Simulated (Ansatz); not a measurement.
**SiGe: enthalpy under pressure, worked through**

Theory: DFT r2SCAN, scalar-relativistic, plane waves, PAW (Ansatz). Settings: 500 eV cutoff, 12×12×4 k-mesh, Gaussian smearing of 0.02 eV, no spin polarisation.

Starting point, cell and atoms relaxed:

```
CELL_PARAMETERS angstrom
3.90438 0.00000 0.00000
-1.95219 3.38129 0.00000
0.00000 0.00000 6.45368
ATOMIC_POSITIONS crystal
Si 0.66667 0.33333 0.87447
Si 0.33333 0.66667 0.37447
Ge 0.66667 0.33333 0.50053
Ge 0.33333 0.66667 0.00053
```

Cell and atoms were relaxed at each target pressure within the start's symmetry (P6_3mc), at zero temperature; other phases can be more stable under pressure. H = E + PV with P the target; E is the free energy at the smearing used, whose derivative the pressure is, per atom and counted from zero pressure. The mesh named is that at zero pressure; some other pressures ran on another.

```tsv
P (GPa)	V (Å³/atom)	E − E0 (meV)	H − H0 (meV)
0	21.300	0.0	0.0
3	20.604	6.3	392.1
8	19.669	37.9	1020.0
15	18.647	110.5	1856.3
30	17.075	326.4	3523.6
60	15.098	865.8	6519.7
```

**Question.** Thermodynamics gives dH/dP = V along a relaxed path. Integrate V over P by the trapezoid rule and compare with the computed enthalpies.

**Answer.** With 1 eV/Å³ = 160.22 GPa, each step adds the mean volume times ΔP / 160.22:
| P (GPa) | ∫V dP (meV) | H − H0 (meV) | difference (meV) |
| --- | --- | --- | --- |
| 3 | 392.3 | 392.1 | 0.2 |
| 8 | 1020.7 | 1020.0 | 0.7 |
| 15 | 1857.8 | 1856.3 | 1.4 |
| 30 | 3530.0 | 3523.6 | 6.3 |
| 60 | 6542.1 | 6519.7 | 22.3 |

V(P) curves upward, so the trapezoid rule runs high; integrating a smooth curve through the same points (P as a polynomial of degree 4 in ln V) puts that excess at about 22.7 meV at 60 GPa, against the 22.3 meV found.

**Question.** At 60 GPa, how much of the enthalpy change is stored energy and how much is the PV term?

**Answer.** E rises by 866 meV/atom and PV is 60 × 15.098 / 160.22 = 5654 meV/atom, so PV makes 87 % of ΔH. So between rival structures at high pressure a small difference in volume can outweigh the difference in energy: 1 % of this volume is worth 56.5 meV/atom at this pressure.

**Question.** What bulk modulus do the lowest pressures give?

**Answer.** From the pressures that the runs reached, -3.01 GPa (22.146 Å³) and 3.01 GPa (20.604 Å³), B = −ΔP/Δln V = 6.02 / 0.0722 = 83 GPa, a mean over that range.

**Question.** The gap is 0.672 eV at -3.01 GPa and 0.608 eV at 3.01 GPa. What pressure coefficient and volume deformation potential follow?

**Answer.** dE_g/dP = -10.7 meV/GPa, and a_V = dE_g/d ln V = −B dE_g/dP = 0.89 eV. A gap that closes or barely moves under pressure is usual where the conduction edge lies away from the zone centre, has d character, or where the bands broaden faster than they shift. The band edges lie at other k points in the two runs, so this is a mean over different edges. Gaps are generalised Kohn–Sham gaps over the whole zone.

The compression curve stiffens at every step, and the enthalpies follow it closely, as expected if the crystal stays on one continuous branch up to 60 GPa without a collapse in volume. The starting structure is a hexagonal relative of diamond, an open network held by directional sp³ bonds. Once these bonds are squeezed, Pauli repulsion between the electron shells rises steeply, so each further reduction in volume costs more pressure.

That openness is also the network's weakness. Silicon and germanium both give up fourfold coordination for denser metallic phases well below the highest pressures here, because the gain in PV outweighs the loss of covalent bonding. The upper part of the curve therefore probably describes an overcompressed semiconductor-type lattice rather than the equilibrium alloy.

The slight fall of the gap resembles that of silicon, where zone-boundary-like conduction states drop relative to the valence edge, while the antibonding s state at the zone centre rises. Smooth enthalpies do not establish that the lattice is stable against phonon distortions.
